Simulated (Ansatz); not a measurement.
SrCl2 built on the 3R-MoS2 prototype, relaxed with r2SCAN+rVV10 in Ansatz 0.2.0: it is trigonal, R3m (No. 160); a = 4.171 Å, c = 18.405 Å in the conventional setting, 30.82 Å³ an atom. Sr has 6 Cl at 2.92 Å; Cl has 3 Sr at 2.92 Å. The primitive cell holds 3 atoms in 92.46 Å³. These are computed values for a non-magnetic cell that may be hypothetical; none is a measurement.

Computed values: PBE gives a gap of 4.34 eV and PBE0 (25 % exact exchange) 6.29 eV; one over PBE's mean ε∞ is 0.366. HSE06+SOC (4×4×4) gives a least gap of 5.57 eV, direct.

**Question.** What is the density?

**Answer.** The cell holds 1 Sr, 2 Cl: M = 1×87.620 + 2×35.450 = 158.52 u in V = 92.46 Å³. ρ = 1.66054 × M/V = 1.66054 × 158.52/92.46 = 2.847 g/cm³, for the static r2SCAN+rVV10 lattice.

**Question.** Taking the gap as linear in the share of unscreened exchange, estimate the gap of the hybrid whose share is 1/ε∞.

**Answer.** The slope is (6.29 − 4.34)/0.25 = 7.80 eV per unit share, so E_g ≈ 4.34 + 7.80 × 0.366 = 7.19 eV. The run with that share gives 7.22 eV (6×6×6 mesh), +0.03 eV from the straight line.

**Question.** At what wavelength does absorption set in by HSE06+SOC, excitons left aside?

**Answer.** λ = 1239.84 eV nm/E: 223 nm for the least gap. That lies in the ultraviolet, so by this gap the crystal is transparent to visible light.

Only the levels marked +SOC include spin-orbit coupling.

The meshes of the hybrids are coarse, so their gaps aren't converged to the digits shown.
